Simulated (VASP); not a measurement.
The system is ZrH.

```
Zr H
1.0
     3.25000    0.00000    0.00000
    -1.62500    2.81458    0.00000
     0.00000    0.00000    5.12000
Zr H
2 2
Cartesian
  1.6250 0.9382 3.8400
  0.0000 1.8764 1.2800
  1.6250 0.9382 1.9200
  0.0000 1.8764 3.2000
```

The cell was built by a generator and needn't be a form met in nature.

```yaml
Program: VASP 6.6.1
Task: relaxation of cell and atoms
Functional: PBE
Potentials_or_basis: VASP PAW PBE potentials, release 64 (Zr_sv, H)
Cutoff: 520 eV
k_mesh: 7 × 7 × 4
Occupations: gaussian, width 0.15 eV
Spin: no spin polarisation
```

At the start: pressure 18.6 GPa; volume 11.71 Å³/atom.

Where does the relaxation end?

Over 11 steps the energy falls by 157.6 meV/atom and the volume is 12.95 Å³/atom (+10.6 %); space group P-3m1 (No. 164, to 0.05 Å).

Step by step:
| step | energy change (eV) | largest force (eV/Å) | pressure (GPa) | volume (Å³) |
| --- | --- | --- | --- | --- |
| 1 | 0.0000 | 2.2199 | 18.61 | 46.83 |
| 2 | -0.4500 | 0.3391 | -7.62 | 56.61 |
| 3 | -0.5382 | 0.2499 | -1.80 | 53.28 |
| 4 | -0.5805 | 0.3287 | -0.41 | 52.54 |
| 5 | -0.5911 | 0.3924 | 1.16 | 51.83 |
| 6 | -0.6081 | 0.3012 | -0.01 | 52.26 |
| 7 | -0.6151 | 0.1864 | -1.29 | 52.74 |
| 8 | -0.6294 | 0.1026 | 0.03 | 52.08 |
| 9 | -0.6304 | 0.0875 | 0.39 | 51.91 |
| 10 | -0.6305 | 0.0849 | 0.07 | 51.88 |
| 11 | -0.6304 | 0.0770 | 0.45 | 51.81 |

Final structure:
```xyz
4
Lattice="3.2457 0.0000 0.0000 -1.6229 2.8109 0.0000 0.0000 0.0000 5.6792" Properties=species:S:1:pos:R:3 pbc="T T T"
Zr    1.6229    0.9370    4.3634
Zr    0.0000    1.8739    1.3158
H     1.6229    0.9370    2.2447
H     0.0000    1.8739    3.4345
```
